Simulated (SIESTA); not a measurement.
Fe:

```
CELL_PARAMETERS angstrom
-1.44300 1.44300 1.44300
1.44300 -1.44300 1.44300
1.44300 1.44300 -1.44300
ATOMIC_POSITIONS crystal
Fe 0.00000 0.00000 0.00000
```

Program: SIESTA 5.4.2. Alike in all runs: spin collinear, ferromagnetic start; cell as given; k mesh 13 × 13 × 13; smearing fermi-dirac 0.05 eV; grid cutoff 800 Ry.

Task: Order these runs on this cell by their pressure, lowest first.
A. level LDA; potentials or basis PseudoDojo 0.4 standard (LDA files), DZP (energy shift 0.002 Ry); energy shift 0.002 Ry
B. level PBEsol; potentials or basis PseudoDojo 0.4 standard (PBEsol files), DZP (energy shift 0.003 Ry; two zetas on semicore shells); energy shift 0.003 Ry
C. level PBE; potentials or basis PseudoDojo 0.4 standard (PBE files), DZ (energy shift 0.01 Ry); energy shift 0.01 Ry
D. level PBE; potentials or basis SG15 1.2 (PBE files) or PseudoDojo by element, DZP (energy shift 0.002 Ry); energy shift 0.002 Ry

Result: C (-28.5 GPa), A (-25.0 GPa), B (-17.2 GPa), D (-5.6 GPa).

Caveats: the basis of atomic orbitals isn't converged, which shifts pressures, moduli and gaps; semicore shells carry a single zeta, which can move pressures by several GPa and volumes by a few percent (some runs); so large a pressure means that the cell lies far from this level's equilibrium, or that cutoff or potentials fall short (some runs); short orbitals over semicore shells can move pressures by several GPa (some runs); the basis has no polarisation orbitals (some runs); a pressure of tens of GPa on the cell as given is suspect, and the run, the potentials or the cell itself is likely at fault (some runs).

Not every run made on this cell is shown here.
